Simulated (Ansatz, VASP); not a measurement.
## PbSe: VASP beside Ansatz

```
Pb Se
1.0
     0.00000    3.06967    3.06967
     3.06967    0.00000    3.06967
     3.06967    3.06967    0.00000
Pb Se
1 1
Direct
  0.50000 0.50000 0.50000
  0.00000 0.00000 0.00000
```

Alike in both runs: task single point; functional r2SCAN; dispersion rVV10; k mesh 6 × 6 × 6; occupations gaussian, width 0.05 eV; no spin polarisation.

|  | VASP | Ansatz |
| --- | --- | --- |
| version | VASP 6.6.1 | Ansatz 0.2.0 |
| potentials or method | VASP PAW PBE potentials, release 64 (Pb_d, Se) | scalar-relativistic, plane waves, PAW |
| plane-wave cutoff (eV) | 520 | 500 |
| valence electrons in the cell | 20 | 30 |

|  | VASP | Ansatz | Ansatz less VASP |
| --- | --- | --- | --- |
| gap on the k mesh at the Fermi level (eV) | 0.57 | 0.56 | -0.005 |
| least direct gap on the mesh (eV) | 0.57 | 0.56 | -0.005 |
| pressure (GPa) | 0.2 | 0.0 | -0.18 |

The two sets of potentials don't hold the same shells in valence.

Caveats: the PAW data sets were made with another functional, which shifts forces and pressure a little (VASP); spin-orbit coupling is left out, which as a rule narrows the gap of such compounds by several tenths of an eV. A k mesh can miss the band edges.
